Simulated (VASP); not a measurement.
# FeO (Wuestite) (Fm-3m) in VASP: settings compared, part 2 of 2

VASP 6.6.1.

**3. Relaxation of cell and atoms, PBE+TS-HI, collinear spin, ferromagnetic start**

INCAR

```
  ALGO = Fast
  EDIFF = 1E-6
  EDIFFG = -0.005
  ENCUT = 600
  GGA = PE
  IBRION = 2
  ISIF = 3
  ISMEAR = -1
  ISPIN = 2
  IVDW = 21
  LASPH = True
  LCHARG = False
  LMAXMIX = 4
  LORBIT = 11
  LREAL = False
  LWAVE = False
  MAGMOM = 3 0
  NELM = 120
  NSW = 40
  PREC = Accurate
  SIGMA = 0.05
```

KPOINTS

```
k-points
0
Gamma
  8 8 8
```

POSCAR

```
FeO
1.0
    0.0000000000      2.1554000000      2.1554000000
    2.1554000000      0.0000000000      2.1554000000
    2.1554000000      2.1554000000      0.0000000000
Fe O
1 1
Direct
    0.0000000000      0.0000000000      0.0000000000
    0.5000000000      0.5000000000      0.5000000000
```

Potentials or basis: VASP PAW PBE potentials, release 64 (Fe, O).

The run is started by

```
$ cat potpaw_PBE.64/Fe/POTCAR potpaw_PBE.64/O/POTCAR > POTCAR
$ mpirun -np 1 vasp_std > vasp.out
```

OUTCAR:

```text
EDIFF = 1E-6
   EDIFFG = -0.005
   ENCUT = 600
   GGA = PE
   IBRION = 2
   ISIF = 3
   ISMEAR = -1
   ISPIN = 2
   IVDW = 21
   LASPH = True
   LORBIT = 11
   LREAL = False
   NELM = 120
   NSW = 40
   PREC = Accurate
  IVDW =  21

 ion  position               nearest neighbor table
   1  0.000  0.000  0.000-   2 2.16   2 2.16   2 2.16   2 2.16   2 2.16   2 2.16
   2  0.500  0.500  0.500-   1 2.16   1 2.16   1 2.16   1 2.16   1 2.16   1 2.16

  LATTYP: Found a face centered cubic cell.
 ALAT       =     4.3108000000

  Lattice vectors:

 A1 = (   0.0000000000,   2.1554000000,   2.1554000000)
 A2 = (   2.1554000000,   0.0000000000,   2.1554000000)
 A3 = (   2.1554000000,   2.1554000000,   0.0000000000)

Analysis of symmetry for initial positions (statically):
=====================================================================
 Subroutine PRICEL returns:
[... 712 lines left out ...]
      4      -0.1790      1.00000
      5       3.0812      1.00000
      6       3.2601      1.00000
      7       3.7155      1.00000
      8       4.6970      1.00000
      9       5.4319      1.00000
     10      12.6475      0.00000
     11      14.4473      0.00000
     12      16.5854      0.00000
     13      19.5051      0.00000

 [... further k-points ...]

 spin component 2

 k-point     1 :       0.0000    0.0000    0.0000
  band No.  band energies     occupation
      1     -13.9544      1.00000
      2       3.0493      1.00000
      3       3.0493      1.00000
      4       3.0493      1.00000
      5       5.5753      1.00000
      6       5.5756      1.00000
      7       5.5756      1.00000
      8       6.5130      0.02586
      9       6.5133      0.02569
     10       7.2801      0.00000
     11      21.7853      0.00000
     12      24.3482      0.00000
     13      24.3482      0.00000
[... 403 lines left out ...]
  FREE ENERGIE OF THE ION-ELECTRON SYSTEM (eV)
  ---------------------------------------------------
  free  energy   TOTEN  =       -15.3842993266 eV

  energy  without entropy=      -15.3708884356  energy(sigma->0) =      -15.37759388

 reached required accuracy - stopping structural energy minimisation

 total charge

# of ion       s       p       d       tot
------------------------------------------
    1        0.290   0.366   6.094   6.750
    2        1.553   3.446   0.000   4.999
--------------------------------------------------
tot          1.843   3.811   6.094  11.749

 magnetization (x)

# of ion       s       p       d       tot
------------------------------------------
    1        0.027   0.021   3.568   3.617
    2        0.030   0.273   0.000   0.304
--------------------------------------------------
tot          0.057   0.295   3.568   3.920
```

OSZICAR:

```text
N       E                     dE             d eps       ncg     rms          rms(c)
DAV:   1     0.883400723804E+02    0.88340E+02   -0.77578E+03  1548   0.138E+03
DAV:   2    -0.101213145393E+02   -0.98461E+02   -0.86753E+02  1621   0.273E+02
[... 35 lines left out ...]
DAV:   1    -0.149359280326E+02   -0.74640E-03   -0.62745E-03  1593   0.128E+00    0.141E-01
RMM:   2    -0.149356425566E+02    0.28548E-03   -0.45902E-04  1532   0.279E-01    0.107E-01
RMM:   3    -0.149356476992E+02   -0.51426E-05   -0.16855E-04  1526   0.116E-01    0.673E-02
RMM:   4    -0.149356443204E+02    0.33789E-05   -0.12480E-05  1489   0.432E-02    0.231E-02
RMM:   5    -0.149356420415E+02    0.22789E-05   -0.35814E-06  1300   0.237E-02    0.879E-03
RMM:   6    -0.149356419259E+02    0.11559E-06   -0.47619E-07   849   0.924E-03
   4 F= -.15384299E+02 E0= -.15377594E+02  d E =-.179376E-02  mag=     4.0001
```

It took 3.1 min on 1 thread of Intel Xeon Platinum 8175M at 2.50GHz (Skylake/Cascade Lake), shared host; peak memory 0.16 GiB.

What came out:

```
Free energy                                           : -15.3843 eV
Relaxed volume                                        : 9.90 Å³/atom
Relaxed cell                                          : a = 3.037 Å, b = 3.037 Å, c = 3.037 Å, α = 60.00°, β = 60.00°, γ = 60.00°
Space group after relaxing (to 0.05 Å)                : Fm-3m (No. 225)
Energy gained by relaxing                             : 0.9 meV/atom
Ionic steps                                           : 4
Pressure after relaxing                               : 0.0 GPa
Band gap on the k mesh                                : none (metal or under the smearing width)
Net moment                                            : 4.00 μB per cell
Site moments                                          : Fe +3.62; O +0.30 μB
Valence electrons inside the program's atomic spheres : Fe 6.75; O 5.00
Hirshfeld charges                                     : Fe +0.37; O -0.37 e
Dispersion energy per atom                            : -0.224 eV
```

The path:
```tsv
step	energy change (eV)	largest force (eV/Å)	pressure (GPa)	volume (Å³)
1	0.0000	0.0000	-1.91	20.03
2	-0.0016	0.0000	1.10	19.68
3	-0.0018	0.0000	0.32	19.77
4	-0.0018	0.0000	0.01	19.80
```

Final structure:
```
Fe O
1.0
     0.00000    2.14738    2.14738
     2.14738    0.00000    2.14738
     2.14738    2.14738    0.00000
Fe O
1 1
Direct
  0.00000 0.00000 0.00000
  0.50000 0.50000 0.50000
```

Caveat: a cell with one magnetic atom can't hold antiferromagnetic order, which such compounds often take; semilocal functionals often make such compounds metallic where correlation or magnetic order opens a gap, which also shifts bond lengths; pairwise dispersion overbinds metals, which lowers pressure and volume. With open d or f shells a metallic result of PBE can be an artefact of self-interaction; +U or a hybrid may open a gap.

**4. The reference run**

An earlier run on the cell as given: functional PBE; potentials or basis VASP PAW PBE potentials, release 64 (Fe, O); cutoff 520 eV; k mesh 11 × 11 × 11; occupations fermi-dirac, width 0.05 eV; collinear spin, ferromagnetic start; starting moments [3.0, 0.0] μB.

* Pressure: -0.1 GPa
* Band gap on the k mesh: none (metal or under the smearing width)
* Net moment: 4.00 μB per cell
* Site moments: Fe +3.62; O +0.30 μB
* Valence electrons inside the program's atomic spheres: Fe 6.73; O 4.99

**5. Overview**

```csv
task,level,cell,k mesh,cutoff (eV),gap on the mesh (eV),pressure (GPa),moment (μB),relaxed volume (Å³/atom)
relaxation of cell and atoms,PBE+TS,relaxed,8 × 8 × 8,600,none,-0.1,4.00,9.72
relaxation of cell and atoms,PBE+TS-HI,relaxed,8 × 8 × 8,600,none,0.0,4.00,9.90
single point,PBE,as given,11 × 11 × 11,520,none,-0.1,4.00,-
```

Alike in all rows: potentials or basis VASP PAW PBE potentials, release 64 (Fe, O); spin collinear, ferromagnetic start; smearing fermi-dirac 0.05 eV.

Caveats: a cell with one magnetic atom can't hold antiferromagnetic order, which such compounds often take; semilocal functionals often make such compounds metallic where correlation or magnetic order opens a gap, which also shifts bond lengths; pairwise dispersion overbinds metals, which lowers pressure and volume (some runs); atom-pairwise D2, TS and ULG terms overbind metals (some runs).

Total energies depend on the potentials used, so only differences within one code and one set of settings carry meaning.
